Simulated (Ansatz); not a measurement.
# HfC (database structure): how the settings move a relaxation, part 2 of 2

How sensitive is a relaxation of HfC (database structure) to its settings? A reference run comes first, then four runs with altered input.

Ansatz 0.2.0; reference level DFT PBE, plane waves, PAW, scalar-relativistic, no spin polarisation. The steps go on from the part before.

## Step 4: Variant: mp_grid.shift [0.5, 0.5, 0.5], chi_scale 0.1, scf.algorithm density_mixing

input.yaml reads:

```yaml
crystal:
  lattice:
    - [0.0, 2.232945, 2.232945]
    - [2.232945, 0.0, 2.232945]
    - [2.232945, 2.232945, 0.0]
  atoms:
    - { symbol: Hf, position: [0.0, 0.0, 0.0] }
    - { symbol: C, position: [0.5, 0.5, 0.5] }
  symmetry: { tolerance: 0.0003 }
kpoints:
  mp_grid: { grid: [7, 7, 7], shift: [0.5, 0.5, 0.5] }
magnetization:
  spin_polarized: false
scf:
  occupations: { method: fermi_dirac, width: 0.0279 }
  initial_density: { chi_scale: 0.1 }
  algorithm: density_mixing
hamiltonian:
  pseudopotentials: { kind: paw }
  xc: pbe
basis:
  ecutwfc: 420
output:
  forces: true
  stress: true
  eigenvalues: true
relax:
  max_steps: 40
  cell: {}
```

Started as:

```sh
$ ansatz run input.yaml --threads 1 --pin off --max-ram 2560MiB --backend cpu --events-out ev --progress --plain --runs-dir out
```

Standard output, shortened:

```text
Warning: crystal.symmetry: narrowed to the stabiliser of the k-point mesh — unitary ops 48 → 12; excluded 36 operations that carry a point of the 7×7×7 mesh (shift [0.5, 0.5, 0.5]) off the mesh (the run samples exactly the mesh kpoints.mp_grid names, as under crystal.symmetry.detect: [...]
Warning: RAYON_NUM_THREADS=1 ignored (pool sized by the plan → 1); use --threads N
[...]
Pseudopotentials: kind: paw
Pseudopotential: Hf, paw, valence charge 26, recommended cutoff 420 eV (normal), Hf.paw.azcp
Pseudopotential: C, paw, valence charge 4, recommended cutoff 420 eV (normal), C.paw.azcp
[...]
--- Relaxed structure (6 steps of the walk, 6 accepted, 2 SCFs on fresh bases) ---
  F+E_penalty+E_count = -15974.13754774 eV   max|allowed force component| = 1.104e-29 eV/Å   (the final SCF, on the basis selected at the relaxed cell)
  cell:  # Å, volume = 25.1556 Å³
    - [-0.010318082500150316, 2.3204516911978064, 2.3204516911978064]
    - [2.3204516911978064, -0.01031808250015033, 2.3204516911978064]
    - [2.3204516911978064, 2.3204516911978064, -0.010318082500150321]
  atoms:
    - { symbol: Hf, position: [-8.984444423858942e-36, -1.796888884771785e-36, 1.796888884771787e-36] }
    - { symbol: C, position: [0.4999999999999999, 0.4999999999999999, 0.4999999999999999] }
```

It took 9.5 s on 1 thread of Intel Xeon Platinum 8375C at 2.90GHz (Ice Lake), shared host; peak memory 0.36 GiB.

Changing the k-point mesh, start and solver moves the energy by -1.8 meV/atom. The energy is not variational in the mesh, so the sign tells nothing. The relaxations can also end on different shapes, since the mesh sets the symmetry kept. Of the settings changed, the mesh is the one that moves energies this far. Cost: 53 SCF cycles against 40, 9.5 s against 5.3 s.

## Step 5: Changed: hubbard.sites [{species: Hf, l: d, u_eff: 5.0}], hubbard.double_counting amf, ecutwfc 29.4 Ry

input.yaml reads:

```yaml
crystal:
  lattice:
    - [0.0, 2.232945, 2.232945]
    - [2.232945, 0.0, 2.232945]
    - [2.232945, 2.232945, 0.0]
  atoms:
    - { symbol: Hf, position: [0.0, 0.0, 0.0] }
    - { symbol: C, position: [0.5, 0.5, 0.5] }
  symmetry: { tolerance: 0.0003 }
kpoints:
  mp_grid: { grid: [7, 7, 7], shift: [0, 0, 0] }
magnetization:
  spin_polarized: false
scf:
  occupations: { method: fermi_dirac, width: 0.0279 }
hamiltonian:
  pseudopotentials: { kind: paw }
  xc: pbe
  hubbard: { sites: [{ species: Hf, l: d, u_eff: 5.0 }], double_counting: amf }
basis:
  ecutwfc: "29.4 Ry"
output:
  forces: true
  stress: true
  eigenvalues: true
relax:
  max_steps: 40
  cell: {}
```

Started as:

```sh
$ ansatz run input.yaml --threads 1 --pin off --max-ram 2560MiB --backend cpu --events-out ev --progress --plain --runs-dir out
```

Standard output, shortened:

```text
Warning: basis.ecutwfc = 400.00737781602356 eV is below the records' recommended 420 eV, and the density's cutoff is lower with it unless basis.ecutrho_ratio is high enough to keep the records' density cutoff: compare with a run at a higher cutoff
Warning: RAYON_NUM_THREADS=1 ignored (pool sized by the plan → 1); use --threads N
Hf: projections on atomic orbitals take those of the free atom [Kr 4d10] 4f14 5s2 5p6 5d2 6s2, of charge +0.00 (hamiltonian.pseudopotentials.projection_atoms); the dataset's partial waves leave at most 4.9e-5 of an orbital's norm unspanned inside its sphere
[...]
Occupation matrices written to <dir>
--- Relaxed structure (5 steps of the walk, 5 accepted, 2 SCFs on fresh bases) ---
  F+E_penalty+E_count = -15974.22383086 eV   max|allowed force component| = 2.925e-30 eV/Å   (the final SCF, on the basis selected at the relaxed cell)
  cell:  # Å, volume = 25.2138 Å³
    - [2.1910099741451035e-33, 2.3273900972983967, 2.3273900972983967]
    - [2.3273900972983967, -1.350273588717331e-33, 2.3273900972983967]
    - [2.3273900972983967, 2.3273900972983967, 1.85981079200689e-33]
  atoms:
    - { symbol: Hf, position: [1.3027444414607003e-35, -7.187555539097579e-36, -1.0781333308645433e-35] }
    - { symbol: C, position: [0.5, 0.5, 0.5] }
```

Wall time 8 s (1 thread of Intel Xeon Platinum 8375C at 2.90GHz (Ice Lake), shared host); peak memory 0.35 GiB.

Changing the Hubbard U and cutoff moves the energy by -45.0 meV/atom. The U term adds an energy of its own, so the shift says nothing about which run is better. The log warns that the cutoff is under what these potentials recommend, so the shift holds truncation error. Cost: 42 SCF cycles against 40, 8 s against 5.3 s.

## Step 6: Variant: preconditioner resta, ecutrho_ratio 12

input.yaml reads:

```yaml
crystal:
  lattice:
    - [0.0, 2.232945, 2.232945]
    - [2.232945, 0.0, 2.232945]
    - [2.232945, 2.232945, 0.0]
  atoms:
    - { symbol: Hf, position: [0.0, 0.0, 0.0] }
    - { symbol: C, position: [0.5, 0.5, 0.5] }
  symmetry: { tolerance: 0.0003 }
kpoints:
  mp_grid: { grid: [7, 7, 7], shift: [0, 0, 0] }
magnetization:
  spin_polarized: false
scf:
  occupations: { method: fermi_dirac, width: 0.0279 }
  mixing: { preconditioner: resta }
hamiltonian:
  pseudopotentials: { kind: paw }
  xc: pbe
basis:
  ecutwfc: 420
  ecutrho_ratio: 12
output:
  forces: true
  stress: true
  eigenvalues: true
  write_density: true
  write_potential: true
  elf: true
  volumetric_format: npy
relax:
  max_steps: 40
  cell: {}
```

Started as:

```sh
$ ansatz run input.yaml --threads 1 --pin off --max-ram 2560MiB --backend cpu --events-out ev --progress --plain --runs-dir out
```

Standard output, shortened:

```text
Warning: RAYON_NUM_THREADS=1 ignored (pool sized by the plan → 1); use --threads N
[...]
[... 4 set-up lines as earlier in the session ...]
[...]
Crystal: 2 atoms, lattice volume = 22.267 Å³
[...]
  F+E_penalty+E_count = -15974.13388500 eV   max|allowed force component| = 2.991e-30 eV/Å   (the final SCF, on the basis selected at the relaxed cell)
  cell:  # Å, volume = 25.1695 Å³
    - [-1.0700281269080738e-33, 2.3260264143869183, 2.3260264143869183]
    - [2.3260264143869183, -2.7260240375991407e-33, 2.3260264143869183]
    - [2.3260264143869183, 2.3260264143869183, -3.8470058848361704e-33]
  atoms:
    - { symbol: Hf, position: [6.28911109670362e-36, -7.187555539090031e-36, -7.187555539090817e-36] }
    - { symbol: C, position: [0.5, 0.5, 0.5] }
```

Wall time 6.5 s (1 thread of Intel Xeon Platinum 8375C at 2.90GHz (Ice Lake), shared host); peak memory 0.41 GiB.

Changing the mixing and numerical grids hardly moves the energy: 0.0 meV/atom.

## Step 7: Comparison

This closing draws on all 2 parts.

| run | ending | energy change | pressure (GPa) | gap (eV) | force (eV/Å) | cycles | time |
| --- | --- | --- | --- | --- | --- | --- | --- |
| reference | converged | 0 | 0.0 | 0.00 | 0.00 | 40 | 5.3 s |
| 1: mp_grid.grid [5, 5, 5], scf.algorithm direct_min | converged | +19.9 meV/atom | 0.0 | 0.00 | 0.00 | 32 | 5.4 s |
| 2: mp_grid.shift [0.5, 0.5, 0.5], chi_scale 0.1, scf.algorithm density_mixing | converged | -1.8 meV/atom | 0.0 | 0.00 | 0.00 | 53 | 9.5 s |
| 3: hubbard.sites [{species: Hf, l: d, u_eff: 5.0}], hubbard.double_counting amf, ecutwfc 29.4 Ry | converged | -45.0 meV/atom (U changed: no physical gain or loss) | 0.0 | 0.00 | 0.00 | 42 | 8 s |
| 4: preconditioner resta, ecutrho_ratio 12 | converged | 0.0 meV/atom | 0.0 | 0.00 | 0.00 | 38 | 6.5 s |

Times don't compare one to one where runs were asked for different outputs or read a saved state (see the inputs); cycles may leave out searches for a lower state.

**Reading.** Of the converged runs whose energies compare with the reference's, «mp_grid.grid [5, 5, 5], scf.algorithm direct_min» moves the energy most (+19.9 meV/atom). Run 3 ran under the cutoff that the potentials recommend, as the log warns, so basis error is mixed into its values. A changed U is a change of model: its shifts are not errors of convergence.

Caveats on the reference run: its mesh is coarse for a cell with so small a gap or none.
